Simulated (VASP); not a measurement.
Input:

```
CsPbI3
1.0
    6.37931     0.00000     0.00000
    0.00000     6.37931     0.00000
    0.00000     0.00000     6.37931
Cs Pb I
1 1 3
Direct
  0.50000   0.50000   0.50000
  0.00000   0.00000   0.00000
  0.00000   0.00000   0.50000
  0.50000   0.00000   0.00000
  0.00000   0.50000   0.00000
```

All values below come from LDA (Ceperley-Alder, Perdew-Zunger), VASP's LDA PAW potentials (set 64) (plane waves; VASP). Settings: 180 eV cut-off, 3×3×3 Γ-centred mesh shifted by (0.5, 0.5, 0.5), Gaussian smearing of 0.020 eV, potentials Cs_sv Pb_d I.

At this cut-off the stress carries a Pulay error, which pulls relaxed volumes low.  Energy and stress use the plane-wave basis of the starting cell.

Task: The ions, cell shape and volume are relaxed. Give the cell that the relaxation ends in.

Result: 
```
CsPbI3
1.0
    5.98227     0.00000     0.00000
    0.00000     5.98227     0.00000
    0.00000     0.00000     5.98227
Cs Pb I
1 1 3
Direct
  0.50000   0.50000   0.50000
  0.00000   0.00000   0.00000
  0.00000   0.00000   0.50000
  0.50000   0.00000   0.00000
  0.00000   0.50000   0.00000
```
Space group Pm-3m (221), at a tolerance of 0.03 Å.

Task: How do energy and volume change from the first to the last step?

Result: The energy (σ→0) changes by -294.0 meV/atom and the volume by -17.5 %, in 4 ionic steps.

The structure comes from a computed database's CsPbI3 entry; how it stands against other phases isn't given here. This run relaxes it. Symmetry was kept, so distortions that lower it aren't found. The run is one of a series of settings (EDIFFG = -0.01, ENCUT = 180, GGA removed, IBRION = 2, ISIF = 3, NSW = 50, KPOINTS 3×3×3 Γ-centred mesh shifted by (0.5, 0.5, 0.5), POTCAR Cs_sv Pb_d I (LDA.64 set) against the base run), some of them coarse on purpose.
